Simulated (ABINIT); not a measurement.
# LiBr (Fm-3m): G0W0 with ABINIT, start to end, part 2 of 2

Wanted: ground state, empty states, screening and self-energy for LiBr (Fm-3m).

ABINIT 10.8.3; PBE and many-body steps on it, plane waves. Known limits of the many-body steps: not at the basis limit; screening head approximate; coarse k mesh.

So far. Step 2 (Ground state): The gap is direct, at Γ. Step 3 (Bands along the symmetry lines): The gap is 4.761 eV, as in the run before at this level.

## (4) Empty states on the mesh, 4×4×4 mesh, 186 bands

Level of this step: DFT, PBE with spin-orbit coupling, plane waves, norm-conserving pseudopotentials (ABINIT).

The sums over transitions need many empty states on a uniform mesh; this step solves for them.

Contents of run.abi:

```
acell 3*1.0 Angstrom
rprim 
  0.000000000000 2.750650000000 2.750650000000
  2.750650000000 0.000000000000 2.750650000000
  2.750650000000 2.750650000000 0.000000000000
ntypat 2
znucl 3 35
natom 2
typat 1 2
xred 
  0.000000000000 0.000000000000 0.000000000000
  0.500000000000 0.500000000000 0.500000000000
pp_dirpath "pseudos"
pseudos "Li.upf, Br.upf"
ecut 33
nspinor 2
ngkpt 4 4 4
nshiftk 1
shiftk 0 0 0
kptopt 1
chksymbreak 0
iscf -2
irdden 1
istwfk *1
nband 186
nbdbuf 16
tolwfr 1e-09
nstep 60
prtvol 0
indata_prefix "in"
outdata_prefix "out"
tmpdata_prefix "tmp"
```

Run with:

```sh
$ OMP_NUM_THREADS=1 mpirun -n 4 abinit run.abi > log
```

Numbers of over 12 decimals in the logs are rounded to 6 here.

Output:

```text
.Version 10.8.3 of ABINIT. v10.8.2 released Aug 2026.

 Symmetries : space group Fm -3 m (#225); Bravais cF (face-center cubic)
[... echo of the input left out ...]
== DATASET  1 ==================================================================
-   mpi_nproc: 4, omp_nthreads: 1 (-1 if OMP is not activated)

--- !DatasetInfo
iteration_state: {dtset: 1, }
dimensions: {natom: 2, nkpt: 8, mband: 186, nsppol: 1, nspinor: 2, nspden: 1, mpw: 2637, }
cutoff_energies: {ecut:  33.0, pawecutdg:  -1.0, }
electrons: {nelect:   1.00000000E+01, charge:   0.00000000E+00, occopt:   1.00000000E+00, tsmear:   1.00000000E-02, }

 Real(R)+Recip(G) space primitive vectors, cartesian coordinates (Bohr,Bohr^-1):
 R(1)=  0.0000000  5.1979752  5.1979752  G(1)= -0.0961913  0.0961913  0.0961913
 R(2)=  5.1979752  0.0000000  5.1979752  G(2)=  0.0961913 -0.0961913  0.0961913
 R(3)=  5.1979752  5.1979752  0.0000000  G(3)=  0.0961913  0.0961913 -0.0961913
 Unit cell volume ucvol=  2.8088762E+02 bohr^3
 Angles (23,13,12)=  6.00000000E+01  6.00000000E+01  6.00000000E+01 degrees

 getcut: wavevector=  0.0000  0.0000  0.0000  ngfft=  40  40  40
         ecut(hartree)=     33.000   => boxcut(ratio)=   2.10421

--- Pseudopotential description ------------------------------------------------
- Li Generated using ONCVPSP code by D. R. Hamann
-  3.00000   3.00000  180418                  znucl, zion, pspdat
12 -101130 1 -1 1944                          pspcod,pspxc,lmax,lloc,mmax
     nproj     2     2     0     0
     spin-orbit psp
        nprojso     3     0     0
  pspatm : epsatm=    2.74388100
         --- l  ekb(1:nproj) -->
             0   -4.951545   -1.544799
             1   -2.250662   -0.474686
  spin-orbit 1    0.001498   -0.000454    0.000195
 pspatm: atomic psp has been read  and splines computed

- Br Generated using ONCVPSP code by D. R. Hamann
- 35.00000   7.00000  180423                  znucl, zion, pspdat
12 -101130 2 -1 1110                          pspcod,pspxc,lmax,lloc,mmax
     nproj     2     3     3     0
     spin-orbit psp
        nprojso     4     4     0
  pspatm : epsatm=   11.65225461
         --- l  ekb(1:nproj) -->
             0    0.878030    8.455347
             1    5.296960    0.884184    0.010490
             2    2.601663    0.386433    0.000588
  spin-orbit 1    0.408712   -0.253934    0.061012   -0.000372
  spin-orbit 2    0.108928   -0.011508    0.005488   -0.000068
 pspatm: atomic psp has been read  and splines computed

--------------------------------------------------------------------------------

================================================================================
 prteigrs : about to open file out_EIG
 Non-SCF case, kpt    1 (  0.00000  0.00000  0.00000), residuals and eigenvalues=
  1.33E-10  3.79E-10  5.54E-11  7.03E-11  5.44E-11  1.85E-10  5.23E-11  6.98E-11
  7.97E-11  9.70E-11  5.42E-11  6.48E-10  2.94E-11  3.86E-11  3.31E-11  5.80E-11
  2.35E-11  5.40E-11  2.56E-11  5.80E-11  2.81E-11  5.90E-11  2.86E-11  5.14E-11
[...]
3.69E-05  2.17E-04
 -1.6072E+00 -1.6072E+00 -4.7055E-01 -4.7055E-01  9.4390E-03  9.4390E-03
  2.9438E-02  2.9438E-02  2.9438E-02  2.9438E-02  2.0441E-01  2.0441E-01
  4.0921E-01  4.0921E-01  4.0921E-01  4.0921E-01  4.0973E-01  4.0973E-01
[...]
3.3537E+00  3.3537E+00  3.3537E+00  3.3537E+00  3.3538E+00  3.3544E+00
  3.3587E+00  3.3588E+00  3.3588E+00  3.3596E+00  3.3734E+00  3.3742E+00
 prteigrs : prtvol=0 or 1, do not print more k-points.

--- !ResultsGS
iteration_state: {dtset: 1, }
comment   : Summary of ground state results
lattice_vectors:
- [  0.0000000,   5.1979752,   5.1979752, ]
- [  5.1979752,   0.0000000,   5.1979752, ]
- [  5.1979752,   5.1979752,   0.0000000, ]
lattice_lengths: [   7.35105,    7.35105,    7.35105, ]
lattice_angles: [ 60.000,  60.000,  60.000, ] # degrees, (23, 13, 12)
lattice_volume:   2.8088762E+02
convergence: {deltae:  0.000E+00, res2:  0.000E+00, residm:  9.926E-10, diffor:  0.000E+00, }
etotal    :  -2.30526189E+01
entropy   :   0.00000000E+00
fermie    :   2.94384141E-02
cartesian_stress_tensor: null
pressure_GPa: null
xred      :
- [  0.0000E+00,   0.0000E+00,   0.0000E+00, Li]
- [  5.0000E-01,   5.0000E-01,   5.0000E-01, Br]
cartesian_forces: null
force_length_stats: {min: null, max: null, mean: null, }

 Integrated electronic density in atomic spheres:
 ------------------------------------------------
 Atom  Sphere_radius  Integrated_density
    1        2.00000          2.15256819
    2        2.00000          4.27228199
================================================================================

 ----iterations are completed or convergence reached----

 Mean square residual over all n,k,spin=   33.126E-11; max=  99.256E-11
 reduced coordinates (array xred) for    2 atoms
       0.000000000000      0.000000000000      0.000000000000
       0.500000000000      0.500000000000      0.500000000000

 cartesian coordinates (angstrom) at end:
    1      0.000000     0.000000     0.000000
    2      2.750650     2.750650     2.750650
 length scales=  1.889726125908  1.889726125908  1.889726125908 bohr
              =  1.000000000000  1.000000000000  1.000000000000 angstroms
 prteigrs : about to open file out_EIG
 Eigenvalues (hartree) for nkpt=   8  k points:
 kpt#   1, nband=186, wtk=  0.01563, kpt=  0.0000  0.0000  0.0000 (reduced coord)
[...]
3.30671    3.30671    3.31477    3.31477    3.31477    3.31477    3.35369    3.35369
   3.35370    3.35371    3.35378    3.35438    3.35874    3.35876    3.35884    3.35961
   3.37339    3.37418
 prteigrs : prtvol=0 or 1, do not print more k-points.

== END DATASET(S) ==============================================================
================================================================================

 -outvars: echo values of variables after computation  --------
            nband         186
             nkpt           8
          spgroup         225
 [... the other variables as echoed above ...]

 Calculation completed.
```

Wall time 1.8 min (4 MPI ranks of Arm Neoverse V1, shared host); peak memory 0.42 GiB; 7.2 min of CPU time.

This step gave:

```yaml
gap: 4.761 eV
k_of_the_valence_top: 0, 0, 0
k_of_the_conduction_bottom: 0, 0, 0
least_direct_gap: 4.761 eV
k_points_computed: 8
lowest_point_of_the_top_converged_band_above_the_valence_top: 80.3049 eV
```

On this mesh the gap is 4.761 eV.

## (5) Screening, 4×4×4 mesh, 170 bands, screening to 149.7 eV

The RPA dielectric matrix is built and inverted for each q.

This step: RPA screening on PBE with spin-orbit coupling, plane waves, norm-conserving pseudopotentials.

Changes to run.abi since step 4:

```diff
@@ -21,10 +21,11 @@
 chksymbreak 0
-iscf -2
-irdden 1
 istwfk *1
-nband 186
-nbdbuf 16
-tolwfr 1e-09
-nstep 60
-prtvol 0
+occopt 1
+irdwfk 1
+optdriver 3
+nband 170
+ecuteps 5.5
+inclvkb 0
+awtr 1
+symchi 1
 indata_prefix "in"
```

Output:

```text
.Version 10.8.3 of ABINIT. v10.8.2 released Aug 2026.

 Symmetries : space group Fm -3 m (#225); Bravais cF (face-center cubic)
[... echo of the input left out ...]
== DATASET  1 ==================================================================
-   mpi_nproc: 4, omp_nthreads: 1 (-1 if OMP is not activated)

--- !DatasetInfo
iteration_state: {dtset: 1, }
dimensions: {natom: 2, nkpt: 8, mband: 170, nsppol: 1, nspinor: 2, nspden: 1, mpw: 2637, }
cutoff_energies: {ecut:  33.0, pawecutdg:  -1.0, }
electrons: {nelect:   1.00000000E+01, charge:   0.00000000E+00, occopt:   1.00000000E+00, tsmear:   1.00000000E-02, }

 SCREENING: Calculation of the susceptibility and dielectric matrices

 Based on a program developped by R.W. Godby, V. Olevano, G. Onida, and L. Reining.
 Incorporated in ABINIT by V. Olevano, G.-M. Rignanese, and M. Torrent.
.Using double precision arithmetic ; gwpc =  8

[... cell and pseudopotentials left out ...]
--------------------------------------------------------------------------------

 ==== K-mesh for the wavefunctions ====
 Number of points in the irreducible wedge :     8
[... list of points left out ...]
 Together with 48 symmetry operations and time-reversal symmetry
 yields    64 points in the full Brillouin Zone.

 ==== Q-mesh for the screening function ====
 Number of points in the irreducible wedge :     8
[... list of points left out ...]
 Together with 48 symmetry operations and time-reversal symmetry
 yields    64 points in the full Brillouin Zone.

 setmesh: FFT mesh size selected  =    27x   27x   27
          total number of points  =        19683

 vcoul_init : cutoff-mode = AUXILIARY_FUNCTION
 q-points for optical limit:   1
     1)      0.000010    0.000020    0.000030

- screening: taking advantage of time-reversal symmetry
- Maximum band index for partially occupied states nbvw = 10
- Remaining bands to be divided among processors   nbcw = 160
- Number of bands treated by each node ~40

 Number of electrons calculated from density =   10.0000; Expected =   10.0000
 average of density, n =  0.035601
 r_s =    1.8857
 omega_plasma =   18.2008 [eV]

 calculating chi0 at frequencies [eV] :
  1    0.000000E+00    0.000000E+00
  2    0.000000E+00    1.820075E+01

--------------------------------------------------------------------------------
  q-point number  1        q = ( 0.000000, 0.000000, 0.000000) [r.l.u.]
--------------------------------------------------------------------------------
[... chi0 elements left out ...]
 For q-point:  0.000010 0.000020 0.000030
  dielectric constant =   3.2315
  dielectric constant without local fields =   3.8107

  Average fulfillment of the sum rule on Im[epsilon] for q-point    1 :     83.84  [%]
[... wings left out ...]
  q-point number  2        q = ( 0.250000, 0.000000, 0.000000) [r.l.u.]
--------------------------------------------------------------------------------
[... chi0 elements left out ...]
  Average fulfillment of the sum rule on Im[epsilon] for q-point    2 :     92.41  [%]

 [... 6 further q-points ...]
```

Run time: 68 s. Hardware: 4 MPI ranks; peak memory 1.4 GiB; 4.5 min of CPU time.

This step gave:

```
ε∞ with local fields, on this mesh, along the program's q direction : 3.232
the same without local fields                                       : 3.811
plasma frequency                                                    : 18.20 eV
plane waves in the screening matrix                                 : 169
```

Local fields lower ε∞ by 15 %. On a Γ-centred mesh this coarse the value itself is usually too large, while a short band sum pulls it down.

## (6) Self-energy, 4×4×4 mesh, 170 bands, screening to 149.7 eV

The self-energy is evaluated for the states that the input lists, and the levels follow from it, in one-shot runs by the linearised quasiparticle equation.

This step: G0W0 on PBE with spin-orbit coupling, plane waves, norm-conserving pseudopotentials.

Changes to run.abi since step 5:

```diff
@@ -24,8 +24,15 @@
 irdwfk 1
-optdriver 3
+optdriver 4
 nband 170
+gwcalctyp 0
+ecutsigx 33
+symsigma 0
+nkptgw 1
+kptgw 
+  0.0000000000 0.0000000000 0.0000000000
+bdgw 
+  7 16
 ecuteps 5.5
-inclvkb 0
-awtr 1
-symchi 1
+irdscr 1
+ppmodel 1
 indata_prefix "in"
```

Output:

```text
.Version 10.8.3 of ABINIT. v10.8.2 released Aug 2026.

 Symmetries : space group Fm -3 m (#225); Bravais cF (face-center cubic)
[... echo of the input left out ...]
== DATASET  1 ==================================================================
-   mpi_nproc: 4, omp_nthreads: 1 (-1 if OMP is not activated)

--- !DatasetInfo
iteration_state: {dtset: 1, }
dimensions: {natom: 2, nkpt: 8, mband: 170, nsppol: 1, nspinor: 2, nspden: 1, mpw: 2637, }
cutoff_energies: {ecut:  33.0, pawecutdg:  -1.0, }
electrons: {nelect:   1.00000000E+01, charge:   0.00000000E+00, occopt:   1.00000000E+00, tsmear:   1.00000000E-02, }

 SIGMA: Calculation of the GW corrections

 Based on a program developped by R.W. Godby, V. Olevano, G. Onida, and L. Reining.
 Incorporated in ABINIT by V. Olevano, G.-M. Rignanese, and M. Torrent.
.Using double precision arithmetic ; gwpc =  8

[... cell and pseudopotentials left out ...]
--------------------------------------------------------------------------------

 ==== K-mesh for the wavefunctions ====
 Number of points in the irreducible wedge :     8
[... list of points left out ...]
 Together with 48 symmetry operations and time-reversal symmetry
 yields    64 points in the full Brillouin Zone.

 ==== Q-mesh for screening function ====
 Number of points in the irreducible wedge :     8
[... list of points left out ...]
 Together with 48 symmetry operations and time-reversal symmetry
 yields    64 points in the full Brillouin Zone.

 vcoul_init : cutoff-mode = AUXILIARY_FUNCTION
 q-points for optical limit:   1
     1)      0.000010    0.000020    0.000030
 setmesh: FFT mesh size selected  =    40x   40x   40
          total number of points  =        64000

 Number of electrons calculated from density =   10.0000; Expected =   10.0000
 average of density, n =  0.035601
 r_s =    1.8857
 omega_plasma =   18.2008 [eV]

 === KS Band Gaps ===
  >>>> For spin  1
   Minimum direct gap =   4.7613 [eV], located at k-point      :   0.0000  0.0000  0.0000
   Fundamental gap    =   4.7613 [eV], Top of valence bands at :   0.0000  0.0000  0.0000
                                       Bottom of conduction at :   0.0000  0.0000  0.0000
 SIGMA fundamental parameters:
 PLASMON POLE MODEL  1
 number of plane-waves for SigmaX                 2637
 number of plane-waves for SigmaC and W            169
 number of plane-waves for wavefunctions          2637
 number of bands                                   170
 number of independent spin polarizations            1
 number of spinorial components                      2
 number of k-points in IBZ                           8
 number of q-points in IBZ                           8
 number of symmetry operations                      48
 number of k-points in BZ                           64
 number of q-points in BZ                           64
 number of frequencies for dSigma/dE                 9
 frequency step for dSigma/dE [eV]                0.25
 number of omega for Sigma on real axis              0
 max omega for Sigma on real axis  [eV]           0.00
 zcut for avoiding poles [eV]                     0.10

 EPSILON^-1 parameters (SCR file):
 dimension of the eps^-1 matrix on file            169
 dimension of the eps^-1 matrix used               169
 number of plane-waves for wavefunctions          2637
 number of bands                                   170
 number of q-points in IBZ                           8
 number of frequencies                               2
 number of real frequencies                          1
 number of imag frequencies                          1

 matrix elements of self-energy operator (all in [eV])

 Perturbative Calculation

--- !SelfEnergy_ee
iteration_state: {dtset: 1, }
kpoint     : [   0.000,    0.000,    0.000, ]
spin       : 1
KS_gap     :    4.761
QP_gap     :    6.858
Delta_QP_KS:    2.097
data: !SigmaeeData |
     Band     E0 <VxcDFT>   SigX SigC(E0)      Z dSigC/dE  Sig(E)    E-E0       E
        7   0.801 -13.152 -16.659   1.807   0.807  -0.239 -14.525  -1.373  -0.572
        8   0.801 -13.152 -16.669   1.809   0.807  -0.239 -14.531  -1.379  -0.578
        9   0.801 -13.152 -16.651   1.804   0.807  -0.239 -14.520  -1.369  -0.568
       10   0.801 -13.152 -16.658   1.805   0.807  -0.239 -14.525  -1.374  -0.573
       11   5.562  -8.501  -4.279  -3.361   0.840  -0.191  -7.778   0.723   6.285
       12   5.562  -8.501  -4.279  -3.361   0.840  -0.191  -7.778   0.723   6.285
       13  11.135  -8.414  -3.719  -3.637   0.833  -0.201  -7.533   0.881  12.016
       14  11.135  -8.414  -3.721  -3.636   0.833  -0.201  -7.533   0.881  12.016
       15  11.135  -8.414  -3.719  -3.637   0.833  -0.201  -7.533   0.881  12.016
       16  11.135  -8.414  -3.721  -3.635   0.833  -0.201  -7.534   0.880  12.016

== END DATASET(S) ==============================================================
================================================================================

 -outvars: echo values of variables after computation  --------
           etotal      0.0000000000E+00
            nband         170
             nkpt           8
          spgroup         225
 [... the other variables as echoed above ...]

 Calculation completed.
```

Wall time 98 s (4 MPI ranks); peak memory 1.3 GiB.

Numbers from this step:

- G0W0 gap on the points computed: 6.853 eV
- starting gap on the mesh: 4.761 eV
- k of the valence top: 0, 0, 0
- k of the conduction bottom: 0, 0, 0
- Z at the valence top: 0.807
- Z at the conduction bottom: 0.84
- least direct G0W0 gap on the computed points: 6.853 eV

The gap on the mesh goes from 4.76 eV to 6.85 eV, a correction of +2.09 eV.

Limits: finite bands, cutoff and mesh; screening head approximate; coarse k mesh. v1 is the top filled band, c1 the lowest empty one. The levels before and after the correction (eV, zero at the valence-band top of each column):

|  | conduction bottom | valence top |
| --- | --- | --- |
| Kohn-Sham | 4.76 | 0.00 |
| G0W0 | 6.85 | 0.00 |

|  | level | energy (eV) |
| --- | --- | --- |
| Kohn-Sham | Γ v4 | 0.000 |
| Kohn-Sham | Γ v3 | 0.000 |
| Kohn-Sham | Γ v2 | 0.000 |
| Kohn-Sham | Γ v1 | 0.000 |
| Kohn-Sham | Γ c1-c2 | 4.761 |
| Kohn-Sham | Γ c3-c6 | 10.334 |
| G0W0 | Γ v4 | -0.004 |
| G0W0 | Γ v3 | -0.010 |
| G0W0 | Γ v2 | 0.000 |
| G0W0 | Γ v1 | -0.005 |
| G0W0 | Γ c1-c2 | 6.853 |
| G0W0 | Γ c3-c6 | 12.584 |

## (7) Where the time went

Times are wall times on 4 MPI ranks of Arm Neoverse V1, shared host, good to a factor of about two.

| step | time | share | memory (GiB) |
| --- | --- | --- | --- |
| ground state | 17 s | 6 % | 0.31 |
| bands along the symmetry lines | 18 s | 6 % | 0.31 |
| empty states on the mesh | 1.8 min | 35 % | 0.42 |
| screening | 68 s | 22 % | 1.4 |
| self-energy | 98 s | 32 % | 1.3 |

## (8) Outcome

```
PBE gap              : 4.76 eV, direct
G0W0 gap on the mesh : 6.85 eV
GW settings          : 4×4×4 mesh, 170 bands, screening to 149.7 eV, Godby-Needs plasmon pole
known limits         : not at the basis limit; screening head approximate; coarse k mesh
```

**Reading.** G0W0 moves the gap on the mesh from 4.76 eV to 6.85 eV (+2.09 eV), with Z of 0.81 and 0.84 at the edges. Local fields lower the RPA ε∞ on this mesh from 3.81 to 3.23; a Γ-centred mesh this coarse tends to raise both, most where the direct gap is narrow, while a short band sum lowers them. Only 1 of the mesh's irreducible points was corrected, so a valley elsewhere could overtake. Bands and cutoff are finite, so the gap is not at the basis limit. The miss can reach some tenths of an eV and take either sign; the mesh is an error of its own. In the G0W0 run levels were corrected at 1 k point alone, so a gap called «on the mesh» is the least over those, and an edge elsewhere would be missed. The 4×4×4 mesh is coarse for this cell, which bears on the long-range parts of exchange and screening. The long-wavelength limit of the screening leaves out the non-local commutator, which shifts ε∞.

[Paths, hosts, dates, memory and timing lines, banners, echoed tables and standing remarks are left out of the program output.]

[Logs are printed without paths, hosts, clocks, repeated set-up lines and the standing remarks that a program may print on its own settings, such as how far it seeks lower states.]

[Runs of the session that timed out or met a known fault of the program may be left out.]

[Hosts, paths, dates, database ids (printed as entryN), source tags and the programs' standing remarks are cut or masked in the printed files.]

[G0W0 gaps are taken among the corrected bands and points alone; a level outside them can change the order at an edge.]

[Where Ansatz stands beside ABINIT at settings called matched, ABINIT's density can come from a denser mesh and the files from another edition; pairs whose starting gaps differed by over 0.03 eV were left out, so agreement reads better than it is.]
